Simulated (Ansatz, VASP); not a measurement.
Two plane-wave programs on SnO

File INCAR:

```
SYSTEM = SnO
  ALGO = Normal
  EDIFF = 1E-7
  ENCUT = 520
  GGA = PS
  ISIF = 2
  ISMEAR = -1
  LASPH = .True.
  LCHARG = .False.
  LREAL = .False.
  LWAVE = .False.
  NBANDS = 28
  NELM = 80
  PREC = Accurate
  SIGMA = 0.05
```

Contents of KPOINTS:

```
k-points
0
Gamma
  8 5 6
  0 0 0
```

Contents of POSCAR:

```
SnO
1.0
    3.3550050000      0.0000000000      0.0000000000
    0.0000000000      5.6741040000      0.0000000000
    0.0000000000      0.0000000000      4.2219700000
Sn O
2 2
Direct
    0.5159740000      0.7669460000      0.0043230000
   -0.0051070000      0.2307120000      0.5173610000
    0.5053840000      0.1088610000      0.2484950000
   -0.0085370000      0.8883400000      0.7446170000
```

input.yaml

```yaml
crystal:
  lattice:
    - [3.355005, 0.0, 0.0]
    - [0.0, 5.674104, 0.0]
    - [0.0, 0.0, 4.22197]
  atoms:
    - { symbol: Sn, position: [0.515974, 0.766946, 0.004323] }
    - { symbol: Sn, position: [-0.005107, 0.230712, 0.517361] }
    - { symbol: O, position: [0.505384, 0.108861, 0.248495] }
    - { symbol: O, position: [-0.008537, 0.88834, 0.744617] }
hamiltonian:
  xc: pbesol
  pseudopotentials: { kind: paw }
kpoints:
  mp_grid: { grid: [8, 5, 6] }
scf:
  occupations: { method: fermi_dirac, width: 0.05 }
output:
  forces: true
  stress: true
  eigenvalues: true
```

Change from the starting cell: atoms moved at random, drawn with an rms of 0.05 Å.

Alike in both runs: task single point; functional PBEsol; k mesh 8 × 5 × 6; occupations fermi-dirac, width 0.05 eV; no spin polarisation.

|  | VASP | Ansatz |
| --- | --- | --- |
| version | VASP 6.6.1 | Ansatz 0.2.0 |
| potentials or method | VASP PAW PBE potentials, release 64 (Sn_d, O) | Ansatz PAW |
| plane-wave cutoff (eV) | 520 | 420 |
| valence electrons in the cell | 40 | 40 |

Ansatz gave:

```
gap on the k mesh at the Fermi level (eV)       : 1.46
least direct gap on the mesh (eV)               : 2.05
pressure (GPa)                                  : -1.9
largest component of the traceless stress (GPa) : 1.10
rms of the force components (eV/Å)              : 0.371
```

Question: Estimate VASP's values.

Answer: gap on the k mesh at the Fermi level (eV): 1.44; least direct gap on the mesh (eV): 2.04; pressure (GPa): -1.7; largest component of the traceless stress (GPa): 1.11; rms of the force components (eV/Å): 0.380.

Atom by atom the forces differ by 0.036 eV/Å (rms over components). With one functional, cell and mesh, what is left measures potentials, basis and numerics.

Caveats: spin-orbit coupling is left out, which moves the levels of the heavy elements; the PAW data sets were made with another functional, which shifts forces and pressure a little (VASP); an odd mesh through Γ misses points on the zone boundary, where band edges often lie (VASP); odd divisions of the mesh miss points on the zone boundary, where band edges often lie, so the gap on the mesh can be too wide (Ansatz); the pressure holds a Pulay correction of +0.4 GPa for the finite cutoff (Ansatz); the PAW data sets come from PBE, with cores solved anew for the run's functional, which leaves a small shift of forces and pressure (Ansatz).
